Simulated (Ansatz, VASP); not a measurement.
**One calculation of C, two programs**

```
C
1.0
     0.00000    1.76798    1.76798
     1.76798    0.00000    1.76798
     1.76798    1.76798    0.00000
C
2
Cartesian
  1.7680 1.7680 1.7680
  2.6520 2.6520 2.6520
```

Alike in both runs: functional PBEsol; k mesh 10 × 10 × 10; no spin polarisation.

Ansatz relaxed the structure, and its values are those at the end. VASP's run is a single point on that final structure, the one shown.

```csv
,VASP,Ansatz
version,VASP 6.6.1,Ansatz 0.2.0
potentials or method,"VASP PAW PBE potentials, release 64 (C)","PAW with Ansatz's default frozen-core files, scalar-relativistic"
plane-wave cutoff (eV),520,420
occupations,"gaussian, width 0.01 eV",fixed
valence electrons in the cell,8,8
```

VASP gave:

| Quantity | Value |
| --- | --- |
| pressure (GPa) | 8.2 |

**Question.** What did Ansatz give for the same quantities?

**Answer.** Pressure (GPa): 7.0.

Caveats: the PAW data sets were made with another functional, which shifts forces and pressure a little (VASP).
